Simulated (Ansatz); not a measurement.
# Yb (sc type): a single-point run

Wanted: a converged single-point run for Yb (sc type), and a check of what comes out.

Program: Ansatz 0.2.0. Level of theory: DFT, PBE, norm-conserving pseudopotentials, Ansatz's default files, scalar-relativistic (as first typed). These are calculated values, not measurements.

5 further runs of the same task are left out: 4 that didn't finish, 1 set aside as unsound or not needed.

## Step 1: The system as given

It takes space group Pm-3m (No. 221, cubic). Conventional cell: a = 3.334 Å, b = 3.334 Å, c = 3.334 Å, α = 90.00°, β = 90.00°, γ = 90.00°. Yb (site symmetry m-3m) is surrounded by 6 Yb at 3.33 Å.

Coordinates:

```cif
data_structure
_symmetry_space_group_name_H-M 'P 1'
_symmetry_Int_Tables_number 1
_cell_length_a 3.3337
_cell_length_b 3.3337
_cell_length_c 3.3337
_cell_angle_alpha 90.000
_cell_angle_beta 90.000
_cell_angle_gamma 90.000
_cell_volume 37.05
loop_
_atom_site_label
_atom_site_type_symbol
_atom_site_fract_x
_atom_site_fract_y
_atom_site_fract_z
_atom_site_occupancy
Yb1 Yb 0.00000 0.00000 0.00000 1
```

## Step 2: Input and run

input.yaml

```yaml
crystal:
  lattice:
    - [2.4986670421, 0.0, 0.0]
    - [0.0, 2.4986670421, 0.0]
    - [0.0, 0.0, 2.4986670421]
  atoms:
    - { symbol: Yb, position: [0.0, 0.0, 0.0] }
kpoints:
  mp_grid: { grid: [13, 13, 13] }
scf:
  occupations: { method: fermi_dirac, width: 0.1 }
hamiltonian:
  xc: pbe
  pseudopotentials: { kind: nc }
output:
  forces: true
  stress: true
  eigenvalues: true
```

Launch:

```sh
ansatz run input.yaml --threads 1 --pin off --max-ram 3072MiB --backend cpu --events-out ev --progress --plain --runs-dir out
```

Q: Will this input give a usable result? If not, why, and what should change?

Nothing was computed: the input was turned down at the start. The line that matters: «no pseudopotential record for Yb at <dir> Nothing was run.»

All distances are much too short, so cores begin to overlap. The shortest distance in the input is 2.50 Å.

Fix: use the intended lattice or bond lengths.
